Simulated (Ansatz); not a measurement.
**PbS2: a single-point run**

Wanted: a converged single-point run for PbS2, and a check of what comes out. The structure is shown as the input types it. The cell is built on a prototype (CdCl2 type) and needn't be the phase found in nature.

Program: Ansatz 0.2.0. Level of theory: density functional or hybrid calculation with the settings of its input, plane waves (as first typed). These are calculated values, not measurements.

1 further run of the same task is left out (it didn't finish).

## (1) The system as given

The structure is trigonal, space group R-3m (No. 166). Conventional cell: a = 3.820 Å, b = 3.820 Å, c = 17.692 Å, α = 90.00°, β = 90.00°, γ = 120.00°. Pb (site symmetry -3m) has 6 S at 2.68 Å as nearest neighbours. S (site symmetry 3m) is surrounded by 3 Pb at 2.68 Å.

The input asks for a charge of -0.05 e on the cell.

Coordinates:

```cif
data_structure
_symmetry_space_group_name_H-M 'P 1'
_symmetry_Int_Tables_number 1
_cell_length_a 6.2962
_cell_length_b 6.2962
_cell_length_c 6.2962
_cell_angle_alpha 35.316
_cell_angle_beta 35.316
_cell_angle_gamma 35.316
_cell_volume 74.52
loop_
_atom_site_label
_atom_site_type_symbol
_atom_site_fract_x
_atom_site_fract_y
_atom_site_fract_z
_atom_site_occupancy
Pb1 Pb 0.00000 0.00000 0.00000 1
S1 S 0.24725 0.24725 0.24725 1
S2 S 0.75275 0.75275 0.75275 1
```

## (2) Input and run

Contents of input.yaml:

```yaml
crystal:
  lattice:
    - [1.9098773987, 1.1026682303, 5.8973836042]
    - [-1.9098773987, 1.1026682303, 5.8973836042]
    - [0.0, -2.2053364605, 5.8973836042]
  atoms:
    - { symbol: Pb, position: [0.0, 0.0, 0.0] }
    - { symbol: S, position: [0.2472450479, 0.2472450479, 0.2472450479] }
    - { symbol: S, position: [0.7527549521, 0.7527549521, 0.7527549521] }
kpoints:
  mp_grid: { grid: [6, 6, 6] }
hamiltonian:
  xc: pbe
scf:
  occupations: { method: fermi_dirac, width: 0.02 }
  n_extra_bands: 4
  max_iter: 82
output:
  forces: true
  stress: true
  eigenvalues: true
total_charge: -0.05
```

Launch:

```sh
$ ansatz run input.yaml --threads 4 --pin off --max-ram 3686MiB --backend cpu --events-out ev --progress --plain --runs-dir out
```

**Question.** How will this run end, and is anything wrong with its input?

This run ends as converged. Convergence says nothing about whether the input makes sense.

The suspect setting: total_charge is -0.05. The typed charge changes the electron count, so this is no longer the system that was meant.

Run again and compare: delete total_charge (the default then holds).
